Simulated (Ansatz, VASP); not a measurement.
## Al3Cu in VASP and in Ansatz

INCAR

```
ALGO = Fast ; EDIFF = 1E-6
ENCUT = 520 ; ISIF = 2
ISMEAR = 0 ; LASPH = T
LCHARG = T ; LELF = T
LREAL = F ; LVHAR = T
LWAVE = F ; NBANDS = 18
NELM = 80 ; PREC = Accurate
SIGMA = 0.15
```

Contents of KPOINTS:

```
k-points
0
Gamma
  10 10 10
```

The input POSCAR:

```
Al3Cu
1.0
    3.5657638434      0.0000000000      0.0000000000
    0.0000000000      4.4138374062      0.0000000000
    0.0000000000      0.0000000000      3.5850382426
Al Cu
3 1
Direct
    0.0000000000      0.5000000000      0.5000000000
    0.5000000000      0.0000000000      0.5000000000
    0.5000000000      0.5000000000      0.0000000000
    0.0000000000      0.0000000000      0.0000000000
```

Input for Ansatz:

```yaml
crystal:
  lattice:
    - [3.5657638434, 0.0, 0.0]
    - [0.0, 4.4138374062, 0.0]
    - [0.0, 0.0, 3.5850382426]
  atoms:
    - { symbol: Al, position: [0.0, 0.5, 0.5] }
    - { symbol: Al, position: [0.5, 0.0, 0.5] }
    - { symbol: Al, position: [0.5, 0.5, 0.0] }
    - { symbol: Cu, position: [0.0, 0.0, 0.0] }
basis:
  ecutwfc: 520.0
kpoints:
  mp_grid: { grid: [10, 10, 10] }
hamiltonian:
  xc: lda
  pseudopotentials: { kind: paw, azcp: { folder: soft_1 } }
scf:
  occupations: { method: gaussian, width: 0.15 }
output:
  forces: true
  stress: true
  eigenvalues: true
```

Change from the starting cell: strain +e along x and -e along y -0.1100, strain +e along z and -e/2 along x and y -0.0700.

Alike in both runs: task single point; functional LDA; k mesh 10 × 10 × 10; occupations gaussian, width 0.15 eV; no spin polarisation.

|  | VASP | Ansatz |
| --- | --- | --- |
| version | VASP 6.6.1 | Ansatz 0.2.0 |
| potentials or method | VASP PAW LDA potentials, release 64 (Al, Cu) | scalar-relativistic, plane waves, PAW |
| plane-wave cutoff (eV) | 520 | 520 |
| valence electrons in the cell | 20 | 28 |

Ansatz gave:

| Quantity | Value |
| --- | --- |
| gap on the k mesh at the Fermi level (eV) | none |
| pressure (GPa) | 5.4 |
| largest component of the traceless stress (GPa) | 14.84 |

Problem. Estimate VASP's values.

Solution. gap on the k mesh at the Fermi level (eV): none; pressure (GPa): 5.7; largest component of the traceless stress (GPa): 14.89.

A gap of «none» marks a metal or a gap that the smearing closes. The two sets of potentials don't hold the same shells in valence. Ansatz warned: «pseudo_functional_mismatch».
